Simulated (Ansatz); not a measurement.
# Co (Cobalt): the cost of one run

Program: Ansatz 0.2.0. Level of theory: DFT PBE, scalar-relativistic, plane waves, PAW. These are calculated values, not measurements.

Spin polarisation is switched off on purpose; where the compound carries moments, volume, stiffness and gap are then not the real material's.

## Step 1: Starting point

The structure is hexagonal, space group P6_3/mmc (No. 194). The conventional cell has a = 2.454 Å, b = 2.454 Å, c = 3.959 Å, α = 90.00°, β = 90.00°, γ = 120.00°. Around Co (site symmetry -6m2) lie 12 Co at 2.43 to 2.45 Å.

Coordinates:

```xyz
2
Lattice="2.4540 0.0000 0.0000 -1.2270 2.1252 0.0000 0.0000 0.0000 3.9589" Properties=species:S:1:pos:R:3 pbc="T T T"
Co    0.0000    1.4168    0.9897
Co    1.2270    0.7084    2.9691
```

An earlier run at PBE left this cell at 10.323 Å³/atom and -0.03 GPa (20×20×12 mesh).

Volume factors to run: 0.980, 1.020, 0.960, 1.040.

## Step 2: At 0.980 of the relaxed volume

input.yaml reads:

```yaml
crystal:
  lattice:
    - [2.4375031213, 0.0, 0.0]
    - [-1.2187515607, 2.1109396249, 0.0]
    - [0.0, 0.0, 3.9322931221]
  atoms:
    - { symbol: Co, position: [0.3333333333, 0.6666666667, 0.25] }
    - { symbol: Co, position: [0.6666666667, 0.3333333333, 0.75] }
basis:
  ecutwfc: 420
  ecutrho_ratio: 4
kpoints:
  mp_grid: { grid: [20, 20, 12] }
hamiltonian:
  xc: pbe
scf:
  occupations: { method: gaussian, width: 0.05 }
output:
  forces: true
  stress: true
  eigenvalues: true
relax:
  f_tol: 0.01
  max_steps: 40
  cell: { stress_tol: 0.1, fix: [volume] }
```

Launch:

```bash
ansatz run input.yaml --threads 1 --pin off --max-ram 2560MiB --backend cpu --events-out ev --progress --plain --runs-dir out
```

Q: Estimate wall time and peak memory on 1 thread of Arm Neoverse N1, shared host.

About 25 s, with a peak of 0.4 GiB.
